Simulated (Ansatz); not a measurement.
# A defect in a wire: (4,1) C nanotube, Al in place of one C, part 3 of 5

What does the defect do to the conductance?

Ansatz 0.2.0; DFT PBE, plane waves, PAW; relaxation of a wire's period (the session's first sound run).

So far, channels at the energy nearest the Fermi level, one spin: step 3 (the wire at its relaxed period) 4.

### 4. Relaxing the junction

This step: DFT PBE, plane waves, PAW; relaxation of a junction in a wire, ends held (Ansatz 0.2.0).

System of this step: (4,1) C nanotube, Al in place of one C. The cell holds 112 atoms: 111 C and 1 Al. Its edges and angles: a = 10.388 Å, b = 10.378 Å, c = 26.003 Å, α = 90.0°, β = 90.0°, γ = 90.0°. Regions: held atoms, 56 atoms (56 C); free atoms, 56 atoms (55 C and 1 Al). Vacuum lies along a and b. The structure's axis is c.

56 atoms at the defect are free to relax, while 56 stay where the perfect wire has them, so that the ends still repeat as a lead. The cutoff is set under the files' recommended one to save time.

The input, input.yaml:

```yaml
crystal:
  lattice:
    - [10.388, 0.0, 0.0]
    - [0.0, 10.378, 0.0]
    - [0.0, 0.0, 26.003329618]
  atoms:
    - { symbol: C, position: [0.40933954, 0.657144128, 0.99969026] }
    - { symbol: C, position: [0.681276657, 0.499981485, 0.000308108] }
    - { symbol: C, position: [0.326738777, 0.446494002, 0.017548294] }
    - { symbol: C, position: [0.540329085, 0.67690504, 0.018165744] }
    - { symbol: C, position: [0.336642385, 0.578721075, 0.036023806] }
    - { symbol: C, position: [0.513524561, 0.319014888, 0.035405977] }
    - { symbol: C, position: [0.386946275, 0.358100108, 0.053881921] }
    - { symbol: C, position: [0.679248835, 0.47292257, 0.053263245] }
    - { symbol: C, position: [0.566235136, 0.668904861, 0.071119234] }
    - { symbol: C, position: [0.6130245, 0.358102658, 0.071739259] }
    - { symbol: C, position: [0.350197, 0.602221698, 0.08897537] }
    - { symbol: C, position: [0.663323254, 0.578729179, 0.089595381] }
    - { symbol: C, position: [0.36707619, 0.376555455, 0.106832154] }
    - { symbol: C, position: [0.459634331, 0.676901674, 0.107451246] }
    - { symbol: C, position: [0.318688599, 0.499980677, 0.125308108] }
    - { symbol: C, position: [0.590625716, 0.342818034, 0.12469026] }
    - { symbol: C, position: [0.459636172, 0.323057122, 0.143165744] }
    - { symbol: C, position: [0.67322648, 0.553468159, 0.142548294] }
    - { symbol: C, position: [0.486440695, 0.680947274, 0.160405977] }
    - { symbol: C, position: [0.663322871, 0.421241087, 0.161023806] }
    - { symbol: C, position: [0.320716421, 0.527039592, 0.178263245] }
    - { symbol: C, position: [0.613018981, 0.641862054, 0.178881921] }
    - { symbol: C, position: [0.386940756, 0.641859504, 0.196739259] }
    - { symbol: C, position: [0.433730121, 0.331057301, 0.196119234] }
    - { symbol: C, position: [0.336642002, 0.421232983, 0.214595381] }
    - { symbol: C, position: [0.649768256, 0.397740464, 0.21397537] }
    - { symbol: C, position: [0.540330926, 0.323060488, 0.232451246] }
    - { symbol: C, position: [0.632889066, 0.623406707, 0.231832154] }
    - { symbol: C, position: [0.40933954, 0.657144128, 0.24969026] }
    - { symbol: C, position: [0.681276657, 0.499981485, 0.250308108] }
[... 76 atom lines left out ...]
    - { symbol: C, position: [0.386940756, 0.641859504, 0.946739259] }
    - { symbol: C, position: [0.433730121, 0.331057301, 0.946119234] }
    - { symbol: C, position: [0.336642002, 0.421232983, 0.964595381] }
    - { symbol: C, position: [0.649768256, 0.397740464, 0.96397537] }
    - { symbol: C, position: [0.540330926, 0.323060488, 0.982451246] }
    - { symbol: C, position: [0.632889066, 0.623406707, 0.981832154] }
magnetization:
  spin_polarized: true
kpoints:
  mp_grid: { grid: [1, 1, 1] }
scf:
  occupations: { method: fermi_dirac, width: 0.1 }
hamiltonian:
  xc: pbe
relax:
  constraints:
    - { sites: [0, 1, 2, 3, 4, 5, 6, 7, 8, 9, 10, 11, 12, 13, 14, 15, 16, 17, 18, 19, 20, 21, 22, 23, 24, 25, 26, 27, 84, 85, 86, 87, 88, 89, 90, 91, 92, 93, 94, 95, 96, 97, 98, 99, 100, 101, 102, 103, 104, 105, 106, 107, 108, 109, 110, 111] }
  f_tol: 0.06
  max_steps: 35
basis:
  ecutwfc: "350 eV"
```

Launch:

```bash
> ansatz run input.yaml --threads 4 --pin off --max-ram 16384MiB --backend cpu --events-out ev --progress --plain --runs-dir out
```

Numbers of over 12 decimals in the logs are rounded to 6 here.

What it wrote:

```text
[...]
Crystal: 112 atoms, lattice volume = 2803.332 Å³
Basis set: ecut = 350 eV, 41663 PW (Γ), exchange–correlation on 128×128×320 points (8 copies of the dense FFT grid, shifted against one another)
Bands: 336, of which v1, the nominal top of the filled ones, is band 224 counted from 1 (223 counted from 0)
Symmetry: 1 space group operations
[...]
k-points: 1
[...]
Starting moments: Σ|m| = 0.3 μB on 1 of 112 sites
[...]
SCF iter   1: F=—  HF=-28371.456033 eV  |F-HF|=—  |Δ(HF+E_count)|=         —  Δρ=3.89e-2 (↑3.88e-2 ↓3.89e-2)  dr2=1.83e2  dr2_m=5.04e-3  M=0.017 μB ∫|m|=0.048 μB  β_m=0.30  ethr=3.10e-3  ⟨swp⟩=7.0  Hψ=3433  notcnv=0  defer=142
[...]
spin=Collinear: LDOS preconditioning applied to the charge; magnetization (m = ρ↑ − ρ↓) channel mixes plain (no charge-response kernel on spin).
SCF iter   2: F=—  HF=-28328.655139 eV  |F-HF|=—  |Δ(HF+E_count)|=    4.28e1  Δρ=2.36e-2 (↑2.35e-2 ↓2.36e-2)  dr2=6.15e1  dr2_m=2.33e-3  M=0.021 μB ∫|m|=0.048 μB  β_m=0.30  ethr=3.10e-3  ⟨swp⟩=3.0  Hψ=1300  notcnv=0  defer=170
[...]
SCF iter   7: F=—  HF=-28308.160042 eV  |F-HF|=—  |Δ(HF+E_count)|=   4.24e-3  Δρ=1.77e-4 (↑1.77e-4 ↓1.57e-4)  dr2=2.74e-3  dr2_m=9.54e-5  M=0.010 μB ∫|m|=0.025 μB  β_m=0.30  ethr=1.52e-6  ⟨swp⟩=2.0  Hψ=972  notcnv=0  defer=170
[...]
spin-set hold released at iteration 7 (site moments contracting): the magnetisation degrees of freedom join the quasi-Newton model from the next iteration; the mixer history was flushed
SCF iter   8: F=—  HF=-28308.160115 eV  |F-HF|=—  |Δ(HF+E_count)|=   7.30e-5  Δρ=1.17e-4 (↑1.17e-4 ↓1.03e-4)  dr2=9.16e-4  dr2_m=5.41e-5  M=0.008 μB ∫|m|=0.022 μB  β_m=0.48  ethr=6.13e-7  ⟨swp⟩=3.0  Hψ=894  notcnv=0  defer=170
[...]
SCF iter  11: F=-28308.160585 eV  HF=-28308.160585 eV  |F-HF|=1.46e-7  |Δ(HF+E_count)|=   4.66e-6  Δρ=3.81e-6 (↑3.11e-6 ↓3.81e-6)  dr2=2.77e-7  dr2_m=2.59e-7  M=0.001 μB ∫|m|=0.006 μB  ethr=8.37e-10  ⟨swp⟩=2.5  Hψ=1129  notcnv=0
WARN: the starting moments were not kept: the SCF closed with an absolute magnetisation of 6.2e-3 μB, where they sum to 0.3 μB in size (1 site). That is at most 0.1 of that sum. Measured as dr2_m measures the in/out step, that magnetisation stands 9.2e-7 eV from none, at or under the dr2_threshold of 9.0e-5 eV: it is no larger than a step whose dr2_m would equal this threshold. The system may hold no moment; this SCF [...]
SCF 1 converged in 11 iterations: F = -28308.160585 eV  dr2 = 2.77e-7
[...]
relax step   1: F+E_penalty+E_count = -28308.16058521 eV  Δ(F+E_penalty+E_count) = +0.000e0 eV  max|allowed force component| = 2.854e1 eV/Å  Δτ_max = 0.0000 Å  (11 SCF iters, dr2 threshold 9.00e-5 eV, accepted)
[...]
Starting moments: Σ|m| = 0.3 μB on 1 of 112 sites; this step starts from the density that it was given
[...]
SCF iter   7: F=-28316.316704 eV  HF=-28316.316702 eV  |F-HF|=1.69e-6  |Δ(HF+E_count)|=   5.92e-5  Δρ=4.30e-6 (↑4.30e-6 ↓4.04e-6)  dr2=2.02e-6  dr2_m=8.88e-9  M=0.000 μB ∫|m|=0.001 μB  ethr=7.25e-9  ⟨swp⟩=3.0  Hψ=1554  notcnv=0
the starting moments were not kept: the SCF closed with an absolute magnetisation of 1.2e-3 μB, where they sum to 0.3 μB in size (1 site). That is at most 0.1 of that sum. Measured as dr2_m measures the in/out step, that magnetisation stands 3.6e-8 eV from none, at or under the dr2_threshold of 1.0e-4 eV: it is no larger than a step whose dr2_m would equal this threshold.
SCF 2 converged in 7 iterations: F = -28316.316704 eV  dr2 = 2.02e-6
[...]
relax step   2: F+E_penalty+E_count = -28316.31670390 eV  Δ(F+E_penalty+E_count) = -8.156e0 eV  max|allowed force component| = 1.155e1 eV/Å  Δτ_max = 0.1968 Å  (7 SCF iters, dr2 threshold 1.00e-4 eV, accepted)
[...]
SCF iter   7: F=-28319.652051 eV  HF=-28319.652049 eV  |F-HF|=1.73e-6  |Δ(HF+E_count)|=   5.00e-5  Δρ=4.26e-6 (↑3.99e-6 ↓4.26e-6)  dr2=1.74e-6  dr2_m=1.02e-8  M=-0.000 μB ∫|m|=0.001 μB  ethr=6.10e-9  ⟨swp⟩=3.0  Hψ=1290  notcnv=0
[...]
SCF 3 converged in 7 iterations: F = -28319.652051 eV  dr2 = 1.74e-6
[...]
relax step   3: F+E_penalty+E_count = -28319.65205092 eV  Δ(F+E_penalty+E_count) = -3.335e0 eV  max|allowed force component| = 2.918e0 eV/Å  Δτ_max = 0.1938 Å  (7 SCF iters, dr2 threshold 1.00e-4 eV, accepted)
[...]
relax step   4: F+E_penalty+E_count = -28320.35564258 eV  Δ(F+E_penalty+E_count) = -7.036e-1 eV  max|allowed force component| = 8.775e-1 eV/Å  Δτ_max = 0.1903 Å  (7 SCF iters, dr2 threshold 1.00e-4 eV, accepted)
[...]
relax step   5: F+E_penalty+E_count = -28320.45302003 eV  Δ(F+E_penalty+E_count) = -9.738e-2 eV  max|allowed force component| = 1.187e0 eV/Å  Δτ_max = 0.2000 Å  (7 SCF iters, dr2 threshold 4.91e-5 eV, accepted)
[...]
relax step   6: F+E_penalty+E_count = -28320.52675443 eV  Δ(F+E_penalty+E_count) = -7.373e-2 eV  max|allowed force component| = 1.516e-1 eV/Å  Δτ_max = 0.0466 Å  (5 SCF iters, dr2 threshold 1.00e-4 eV, accepted)
[...]
relax step   7: F+E_penalty+E_count = -28320.53034628 eV  Δ(F+E_penalty+E_count) = -3.592e-3 eV  max|allowed force component| = 8.640e-2 eV/Å  Δτ_max = 0.0122 Å  (9 SCF iters, accepted)
[...]
relax step   8: F+E_penalty+E_count = -28320.52219273 eV  Δ(F+E_penalty+E_count) = +8.154e-3 eV  max|allowed force component| = 2.167e-1 eV/Å  Δτ_max = 0.0280 Å  (9 SCF iters, rejected (line search))
SCF iter   1: F=—  HF=-28320.536412 eV  |F-HF|=—  |Δ(HF+E_count)|=         —  Δρ=4.85e-4 (↑4.84e-4 ↓4.85e-4)  dr2=2.14e-2  dr2_m=1.53e-6  M=-0.000 μB ∫|m|=0.002 μB  β_m=0.30  ethr=4.54e-5  ⟨swp⟩=2.0  Hψ=1268  notcnv=0  defer=162
[...]
SCF iter   7: F=-28320.532123 eV  HF=-28320.532123 eV  |F-HF|=1.88e-8  |Δ(HF+E_count)|=   2.46e-7  Δρ=6.21e-7 (↑6.21e-7 ↓6.00e-7)  dr2=6.84e-8  dr2_m=5.70e-11  M=-0.000 μB ∫|m|=0.000 μB  ethr=2.24e-11  ⟨swp⟩=2.0  Hψ=2069  notcnv=0
[...]
SCF 9 converged in 7 iterations: F = -28320.532123 eV  dr2 = 6.84e-8
[...]
relax step   9: F+E_penalty+E_count = -28320.53212275 eV  Δ(F+E_penalty+E_count) = -1.776e-3 eV  max|allowed force component| = 1.517e-2 eV/Å  Δτ_max = 0.0136 Å  (7 SCF iters, accepted)
SCF converged after 7 iterations
Magnetization: -0.0000 μB (223.5000 up, 223.5000 down)
Absolute magnetization: 0.0000 μB (∫|ρ↑−ρ↓|, with the PAW one-centre terms)
[...]
Per-site moments (μB) at R_I (Å): [(4.689494944207299e-9, 0.579729), (4.254655484214987e-8, 0.579773), (-2.5214199285524504e-8, 0.579751), (8.201471339391107e-9, 0.579757), (-1.1079842273549773e-7, 0.579736), (-1.6625821616894958e-7, 0.579769), (1.1335678028293125e-7, 0.579719), (-3.662635783852862e-8, 0.579773), (-4.798509407470886e-8, 0.579757), (9.539657563339674e-8, 0.579729), (8.95819557552792e-9, 0.579736), (6. [...]
Free energy (F): -28320.532123 eV
[...]
Internal energy: -28319.974460 eV  (E = F + TS)
E sigma→0 (E₀):  -28320.253291 eV
Entropy (-TS):   -0.557663 eV (-4.979 meV/atom)
Fermi energy:    -0.758692 eV
[...]
--- Forces (eV/Å), atoms counted from 1 ---
  atom   1  C      0.11022106    -0.04681814     0.23538450
  atom   2  C      0.01172602     0.00061959    -0.02389163
  atom   3  C     -0.03872039     0.02525817    -0.02872796
  atom   4  C     -0.09810928     0.00004578    -0.07058656
  atom   5  C     -0.03734652    -0.00060147    -0.13355724
  atom   6  C     -0.04562923     0.06880566     0.21864193
  atom   7  C      0.06727181    -0.05544131    -0.10334183
  atom   8  C     -0.01886310    -0.11179788    -0.01991974
  atom   9  C     -0.01394954    -0.01212233     0.12875543
  atom  10  C     -0.01280021     0.07155594    -0.19306573
  atom  11  C      0.10244235     0.05847393     0.09320473
  atom  12  C      0.03454652     0.06262613     0.20890379
  atom  13  C      0.02180937    -0.01072279     0.09892105
  atom  14  C     -0.07426306    -0.02861596    -0.29561436
  atom  15  C     -0.04955175    -0.07465102     0.02045396
  atom  16  C     -0.20358866     0.06765664     0.12678120
  atom  17  C      0.05239180     0.06634441    -0.30140347
  atom  18  C      0.15260870     0.19460495    -0.26846067
  atom  19  C      0.21315899    -0.13874799     0.27489694
  atom  20  C     -0.13936283    -0.34022858     0.22348802
  atom  21  C     -0.06196943     0.05932472     0.16844498
  atom  22  C     -0.52100293     0.09311216    -0.20046357
  atom  23  C      0.06801244     0.00279873     0.56937156
  atom  24  C      0.11124763     0.43555404    -0.48464553
  atom  25  C      0.30236362    -0.49516109     0.49263025
  atom  26  C      1.03685426     0.25744466    -0.22957481
  atom  27  C     -0.92003949    -0.27659124    -1.77716490
  atom  28  C      0.13316832    -0.22520054    -0.14562557
  atom  29  C      0.00479867     0.00164491    -0.00191732
  atom  30  C     -0.00160978     0.00290304     0.00386765
  atom  31  C      0.00355877    -0.00623185    -0.00108433
  atom  32  C     -0.00366474    -0.00015591    -0.00085167
  atom  33  C      0.00061283     0.00745080     0.00553408
  atom  34  C     -0.00334008     0.00541769     0.00687173
  atom  35  C     -0.00149868    -0.00300646    -0.01350671
  atom  36  C      0.00199941    -0.00695748     0.00363787
  atom  37  C      0.00343839    -0.00766932     0.00256795
  atom  38  Al     0.00218996     0.00054277     0.00102269
  atom  39  C     -0.00731697     0.00093841    -0.00354972
  atom  40  C     -0.00272634     0.01028534    -0.01158966
[...]
atom 101  C      0.06480540    -0.01555677    -0.01309510
  atom 102  C      0.01880292    -0.06423649     0.03313660
  atom 103  C      0.00219070     0.00980364     0.07624072
  atom 104  C     -0.00185386     0.07703370    -0.14249926
  atom 105  C      0.05369679     0.08015474     0.11629633
  atom 106  C     -0.01320064     0.04114341     0.01444625
  atom 107  C     -0.01830252    -0.08817091    -0.22182703
  atom 108  C     -0.02046784    -0.02120332     0.03914289
  atom 109  C     -0.02203096    -0.04462427     0.01599601
  atom 110  C     -0.09926513    -0.03012356     0.14612487
  atom 111  C      0.09413273     0.06653196    -0.21494078
  atom 112  C      0.04908236     0.00117730    -0.01160298
  max |Σ_I F_I| component: 1.44e-4 eV/Å
--- Relaxed structure (9 steps of the walk, 8 accepted, 0 SCFs on fresh bases) ---
  F+E_penalty+E_count = -28320.53212275 eV   max|allowed force component| = 1.517e-2 eV/Å
  atoms:
    - { symbol: C, position: [0.40933954, 0.657144128, 0.99969026] }
    - { symbol: C, position: [0.681276657, 0.499981485, 0.000308108] }
    - { symbol: C, position: [0.326738777, 0.446494002, 0.017548294] }
    - { symbol: C, position: [0.540329085, 0.67690504, 0.018165744] }
    - { symbol: C, position: [0.336642385, 0.578721075, 0.036024] }
    - { symbol: C, position: [0.513524561, 0.319014888, 0.035405977] }
    - { symbol: C, position: [0.386946275, 0.358100108, 0.053881921] }
    - { symbol: C, position: [0.679249, 0.47292257, 0.053263245] }
    - { symbol: C, position: [0.566235136, 0.668904861, 0.071119234] }
    - { symbol: C, position: [0.6130245, 0.358102658, 0.071739259] }
    - { symbol: C, position: [0.350197, 0.602221698, 0.08897537] }
    - { symbol: C, position: [0.663323254, 0.578729179, 0.089595] }
    - { symbol: C, position: [0.36707619, 0.376555455, 0.106832] }
    - { symbol: C, position: [0.459634331, 0.676901674, 0.107451] }
    - { symbol: C, position: [0.318688599, 0.499981, 0.125308108] }
    - { symbol: C, position: [0.590625716, 0.342818034, 0.124690] }
    - { symbol: C, position: [0.459636172, 0.323057122, 0.143165744] }
    - { symbol: C, position: [0.67322648, 0.553468159, 0.142548] }
    - { symbol: C, position: [0.486441, 0.680947274, 0.160405977] }
    - { symbol: C, position: [0.663322871, 0.421241, 0.161023806] }
    - { symbol: C, position: [0.320716421, 0.527039592, 0.178263] }
    - { symbol: C, position: [0.613018981, 0.641862054, 0.178881921] }
    - { symbol: C, position: [0.386940756, 0.641859504, 0.196739259] }
    - { symbol: C, position: [0.433730121, 0.331057301, 0.196119] }
    - { symbol: C, position: [0.336642, 0.421232983, 0.214595381] }
    - { symbol: C, position: [0.649768256, 0.397740, 0.21397537] }
    - { symbol: C, position: [0.540330926, 0.323060488, 0.232451] }
    - { symbol: C, position: [0.632889066, 0.623406707, 0.231832154] }
    - { symbol: C, position: [0.410601, 0.654703, 0.250224] }
    - { symbol: C, position: [0.690942, 0.503870, 0.249245] }
    - { symbol: C, position: [0.330334, 0.442974, 0.268260] }
    - { symbol: C, position: [0.542374, 0.671089, 0.269130] }
    - { symbol: C, position: [0.340042, 0.573991, 0.286591] }
    - { symbol: C, position: [0.507239, 0.296156, 0.282805] }
    - { symbol: C, position: [0.392674, 0.350591, 0.303527] }
    - { symbol: C, position: [0.718418, 0.481355, 0.300696] }
    - { symbol: C, position: [0.571022, 0.656688, 0.322171] }
    - { symbol: Al, position: [0.664745, 0.310136, 0.319146] }
    - { symbol: C, position: [0.355319, 0.593776, 0.339628] }
    - { symbol: C, position: [0.672300, 0.569397, 0.339628] }
    - { symbol: C, position: [0.377089, 0.366636, 0.357871] }
[...]
- { symbol: C, position: [0.459636172, 0.323057122, 0.893166] }
    - { symbol: C, position: [0.67322648, 0.553468159, 0.892548294] }
    - { symbol: C, position: [0.486441, 0.680947274, 0.910406] }
    - { symbol: C, position: [0.663322871, 0.421241, 0.911024] }
    - { symbol: C, position: [0.320716421, 0.527039592, 0.928263] }
    - { symbol: C, position: [0.613018981, 0.641862054, 0.928882] }
    - { symbol: C, position: [0.386940756, 0.641859504, 0.946739] }
    - { symbol: C, position: [0.433730121, 0.331057301, 0.946119] }
    - { symbol: C, position: [0.336642, 0.421232983, 0.964595] }
    - { symbol: C, position: [0.649768256, 0.397740, 0.96397537] }
    - { symbol: C, position: [0.540330926, 0.323060488, 0.982451246] }
    - { symbol: C, position: [0.632889066, 0.623406707, 0.981832] }
```

The job ended after 4.2 min (4 threads of Arm Neoverse V1, shared host; peak memory 3.7 GiB).

Step by step:

| step | energy less that of the first step (eV) | largest force component (eV/Å) |
| --- | --- | --- |
| 1 | 0.0000 | 28.5410 |
| 2 | -8.1561 | 11.5542 |
| 3 | -11.4915 | 2.9183 |
| 4 | -12.1951 | 0.8775 |
| 5 | -12.2924 | 1.1872 |
| 6 | -12.3662 | 0.1516 |
| 7 | -12.3698 | 0.0864 |
| 8 | -12.3616 | 0.2167 |
| 9 | -12.3715 | 0.0152 |

Relaxation step 8 was tried and not accepted.

The atoms that moved most (Å):

| atom | dx | dy | dz | length |
| --- | --- | --- | --- | --- |
| Al38 | 0.537 | -0.498 | -0.067 | 0.736 |
| C36 | 0.407 | 0.088 | -0.067 | 0.422 |
| C44 | 0.101 | -0.244 | 0.277 | 0.382 |
| C34 | -0.065 | -0.237 | -0.068 | 0.255 |
| C48 | 0.050 | -0.111 | 0.148 | 0.191 |
| C45 | 0.066 | -0.101 | 0.103 | 0.159 |
| C41 | 0.104 | -0.103 | 0.027 | 0.149 |
| C54 | 0.013 | -0.046 | 0.139 | 0.147 |

This step gave:

```yaml
energy_at_zero_smearing: -28320.2533 eV
```

The largest force component on a free atom ends at 0.015 eV/Å, under the limit of 0.06. Al ends nearest to C at 1.85 Å, C at 1.90 Å and C at 1.92 Å.

[end of part 3 of 5]

[Logs are printed without paths, hosts, clocks, repeated set-up lines and the standing remarks that a program may print on its own settings, such as how far it seeks lower states.]

[Hosts, paths, dates, database ids (printed as entryN), source tags and the programs' standing remarks are cut or masked in the printed files.]
